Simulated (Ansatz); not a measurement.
Input and command of a plane-wave DFT calculation in Ansatz:

```yaml
crystal:
  lattice:
    - [0.0, 3.4573, 3.4573]
    - [3.4573, 0.0, 3.4573]
    - [3.4573, 3.4573, 0.0]
  atoms:
    - { symbol: K, position: [0.0, 0.0, 0.0] }
    - { symbol: Cl, position: [0.25, 0.25, 0.25] }
basis:
  ecutwfc: 420
kpoints:
  mp_grid: { grid: [6, 6, 6] }
hamiltonian:
  xc: lda
scf:
  occupations: { method: gaussian, width: 0.02 }
output:
  forces: true
  stress: true
  eigenvalues: true
```

```bash
ansatz run input.yaml --threads 1 --pin off --max-ram 2560MiB --backend cpu --events-out ev --progress --plain --runs-dir out
```

Processor: Intel(R) Xeon(R) Processor @ 2.50GHz (Skylake/Cascade Lake), 1 thread, on a host shared with other jobs.

Question: How long does it run, and how much memory does it take?

Answer: About 3 s on 1 thread of Intel(R) Xeon(R) Processor @ 2.50GHz (Skylake/Cascade Lake), on a shared host, peak memory 0.32 GiB. It solves 12 bands at 16 k points (the mesh reduced by the symmetry that the task leaves, which can be less than the crystal's) with about 1639 plane waves, in 6 SCF iterations.
